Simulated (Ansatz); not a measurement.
GaAs:

```xyz
2
Lattice="-1.8808 1.8808 3.0259 1.8808 -1.8808 3.0259 1.8808 1.8808 -3.0259" Properties=species:S:1:pos:R:3 pbc="T T T"
Ga    0.0000    0.0000    0.0000
As    0.0000    0.0000    3.0259
```

The cell was built by a generator and needn't be a form met in nature.

- Program: Ansatz 0.2.0
- Task: relaxation of cell and atoms
- Functional: PBEsol0
- Potentials or basis: Ansatz PAW
- Cutoff: 420 eV (not typed: the program's choice for these potentials)
- k mesh: 5 × 5 × 5
- Occupations: fermi-dirac, width 0.05 eV
- Spin: no spin polarisation

At the start: volume 21.41 Å³/atom.

Task: Where does the relaxation end?

Result: It ends after 8 steps and the volume is 18.30 Å³/atom (-14.5 %); space group Fm-3m (No. 225, to 0.05 Å).

Step by step:
```
step  energy change (eV)  largest force (eV/Å)  volume (Å³)
   1              0.0000                0.0000        42.81
   2             -0.1643                0.0000        39.08
   3             -0.2346                0.0000        36.51
   4             -0.2456                0.0000        35.25
   5             -0.2633                0.0000        36.51
   6             -0.2658                0.0000        36.54
   7             -0.2659                0.0000        36.59
   8             -0.2633                0.0000        36.59
```

Final structure:
```
Ga As
1.0
    -1.85868    1.85868    2.64819
     1.85868   -1.85868    2.64819
     1.85868    1.85868   -2.64819
Ga As
1 1
Direct
  0.00000 0.00000 0.00000
  0.50000 0.50000 0.00000
```

Caveat: the k mesh is coarse (spacing up to 0.47 Å⁻¹), so the values aren't converged, least of all with exact exchange; the plane-wave basis is chosen anew once the cell has moved, so the energies of steps on either side of that aren't comparable; the PAW data sets come from PBE, with cores solved anew for the run's functional, which leaves a small shift of forces and pressure.
